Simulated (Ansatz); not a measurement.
# BaTiO3: the cost of one run

Program: Ansatz 0.2.0. Level of theory: DFT PBEsol, scalar-relativistic, plane waves, PAW. These are calculated values, not measurements.

4 further runs of the same task are left out: 4 set aside as unsound or not needed. Runs told in other sessions of the task aren't counted.

### Step 1. The starting structure

The cell holds 30 atoms (Ba6InO18Ti5): a = 6.916 Å, b = 6.916 Å, c = 8.948 Å, α = 74.90°, β = 74.90°, γ = 69.66°.

The coordinates of this cell stand in the input of its own run.

The host was relaxed before at PBEsol: a = 3.950 Å, b = 5.657 Å, c = 5.677 Å, α = 90.00°, β = 90.00°, γ = 90.00° (conventional cell), 12.686 Å³/atom.

Places, in fractions of the supercell: In in place of Ti at (0.825, 0.325, 0.667). The start keeps the symmetry of the ideal site.

### Step 2. Band edges of the host over the zone

Input file input.yaml:

```yaml
crystal:
  lattice:
    - [3.9499158408, 0.0, 0.0]
    - [0.0, 2.8284512529, 2.8386567309]
    - [0.0, -2.8284512529, 2.8386567309]
  atoms:
    - { symbol: Ba, position: [0.0, 0.0036319266, 0.0036319266] }
    - { symbol: Ti, position: [0.5, 0.5164790853, 0.5164790853] }
    - { symbol: O, position: [0.5, 0.9814796896, 0.4903218797] }
    - { symbol: O, position: [0.5, 0.4903218797, 0.9814796896] }
    - { symbol: O, position: [0.0, 0.4879874188, 0.4879874188] }
basis:
  ecutwfc: 420
  xc_grid: 2
kpoints:
  mp_grid: { grid: [6, 6, 6] }
  band_path: { path: [VBM, CBM], npoints: 2 }
hamiltonian:
  xc: pbesol
scf:
  occupations: { method: gaussian, width: 0.02 }
output:
  forces: true
  stress: true
  eigenvalues: true
```

Run with:

```console
$ ansatz run input.yaml --threads 8 --pin off --max-ram 16384MiB --backend cpu --events-out ev --progress --plain --runs-dir out
```

What time and memory should one allow on 8 threads of Arm Neoverse V1, shared host?

About 5.5 s, with a peak of 0.52 GiB.
